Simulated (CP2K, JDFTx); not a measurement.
**Equation of state of BP under r2SCAN**

```
CELL_PARAMETERS angstrom
3.20885 0.00000 0.00000
1.60443 2.77895 0.00000
1.60443 0.92632 2.62002
ATOMIC_POSITIONS crystal
P 0.75000 0.75000 0.75000
B 0.00000 0.00000 0.00000
```

The cell was scaled at fixed shape and fractions and run with CP2K, POTENTIAL_UZH P GTH-SCAN-q5, B GTH-SCAN-q3; TZVP-MOLOPT-SCAN-GTH basis; r2SCAN, k mesh 10 × 10 × 10 on the cell of 2 atoms, fermi-dirac occupations of 0.05 eV, no spin polarisation, no spin-orbit coupling. Energies are those that the program minimises, any entropy of the smearing included.

```csv
V (Å³/atom),energy over the lowest row (meV/atom)
10.9807,18.14
11.2144,6.44
11.4480,0.58
11.6816,0.00
11.9153,?
12.1489,12.79
12.3825,25.31
```

**Question.** Fit the third-order Birch-Murnaghan form, give V0, B0 and B′, and predict the energy left open.

**Answer.** With y = (V0/V)^(2/3), E = E0 + (9 V0 B0/16) [(y - 1)³ B′ + (y - 1)² (6 - 4y)]. Least squares through the rows shown give V0 = 11.5908 Å³/atom, E0 = -0.37 meV, B0 = 169.3 GPa (1 eV/Å³ = 160.218 GPa) and B′ = 3.83, with a largest miss of 0.00 meV. At V = 11.9153 the form with these constants gives 4.22 meV; the run gave 4.21 meV an atom. Other set-ups at this level, from all their volumes (Å³/atom, GPa): JDFTx, SG15-PBE-1.2 (made for PBE): V0 11.650, B0 165.5. Measured volume: 11.68 Å³/atom at 297 K (a printed reference work), so the fit lies -0.8 % from it. The runs are for a static lattice.
